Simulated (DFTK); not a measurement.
## Fe in DFTK: the effect of functional

Fe:

```
Fe
1.0
    -1.44300    1.44300    1.44300
     1.44300   -1.44300    1.44300
     1.44300    1.44300   -1.44300
Fe
1
Direct
  0.00000 0.00000 0.00000
```

Alike in all runs:

```yaml
Program: DFTK 0.8.2
Task: single point
Potentials_or_basis: SG15 1.2 (PBE)
Cutoff: 1225 eV
k_mesh: 12 × 12 × 12
Occupations: fermi-dirac, width 0.05 eV
Spin: collinear spin, ferromagnetic start
Starting_moments: "[3.0] μB"
```

Task: One run gave: pressure -26.8 GPa; moment 2.29 μB. Which functional did it use?
A. PBEsol
B. LDA
C. r2SCAN

Result: B.

```tsv
functional	pressure (GPa)	moment (μB)
LDA	-26.8	2.29
PBEsol	-17.2	2.32
r2SCAN	0.9	2.81
```

Caveats: the potentials were made for another functional, which shifts forces and pressure.

Runs at the PBE level aren't shown here.
